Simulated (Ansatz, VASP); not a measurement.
## Si2C in VASP and in Ansatz

Contents of INCAR:

```
PREC = Accurate
ENCUT = 520
EDIFF = 1E-6
ISMEAR = 0
SIGMA = 0.1
LREAL = F
LASPH = T
NELM = 150
ALGO = Normal
ISIF = 2
LWAVE = F
LCHARG = F
ISPIN = 2
MAGMOM = 0 0 1
LORBIT = 11
GGA = PE
NBANDS = 17
```

The input KPOINTS:

```
Automatic mesh
0
Gamma
  6 6 4
```

Contents of POSCAR:

```
Si2C
1.0
    2.9669886052      0.0000000000      0.0000000000
   -1.4834943026      2.5694875048      0.0000000000
    0.0000000000      0.0000000000      4.2445540262
Si C
2 1
Direct
    0.3333333333      0.6666666667      0.7247648846
    0.6666666667      0.3333333333      0.2752351154
    0.0000000000      0.0000000000      0.0000000000
```

Input for Ansatz:

```yaml
crystal:
  lattice:
    - [2.9669886052, 0.0, 0.0]
    - [-1.4834943026, 2.5694875048, 0.0]
    - [0.0, 0.0, 4.2445540262]
  atoms:
    - { symbol: Si, position: [0.3333333333, 0.6666666667, 0.7247648846] }
    - { symbol: Si, position: [0.6666666667, 0.3333333333, 0.2752351154] }
    - { symbol: C, position: [0.0, 0.0, 0.0], spin: 1.0 }
basis:
  ecutwfc: 420
kpoints:
  mp_grid: { grid: [6, 6, 4] }
hamiltonian:
  xc: pbe
scf:
  occupations: { method: gaussian, width: 0.1 }
  lower_state_search: "off"
output:
  forces: true
  stress: true
  eigenvalues: true
  populations: true
magnetization:
  spin_polarized: true
```

Alike in both runs: task single point; functional PBE; k mesh 6 × 6 × 4; occupations gaussian, width 0.1 eV; collinear spin.

```csv
,VASP,Ansatz
version,VASP 6.6.1,Ansatz 0.2.0
potentials or method,"VASP PAW PBE potentials, release 64 (Si, C)","scalar-relativistic, plane waves, PAW"
plane-wave cutoff (eV),520,420
valence electrons in the cell,12,12
```

|  | VASP | Ansatz | Ansatz less VASP |
| --- | --- | --- | --- |
| gap on the k mesh at the Fermi level (eV) | none | none | - |
| pressure (GPa) | 0.1 | 0.1 | -0.05 |
| largest component of the traceless stress (GPa) | 0.06 | 0.02 | -0.031 |
| rms of the force components (eV/Å) | 0.016 | 0.017 | +0.0013 |
| net moment per atom (μB) | 0.00 | 0.00 | 0.000 |

Atom by atom the forces differ by 0.001 eV/Å (rms over components). A gap of «none» marks a metal or a gap that the smearing closes. The functional is the same, so the differences come from potentials, cutoffs and numerics. Ansatz warned: «seeded_moment_not_kept».

Caveats: the k mesh is coarse (spacing up to 0.41 Å⁻¹), so the values aren't converged.
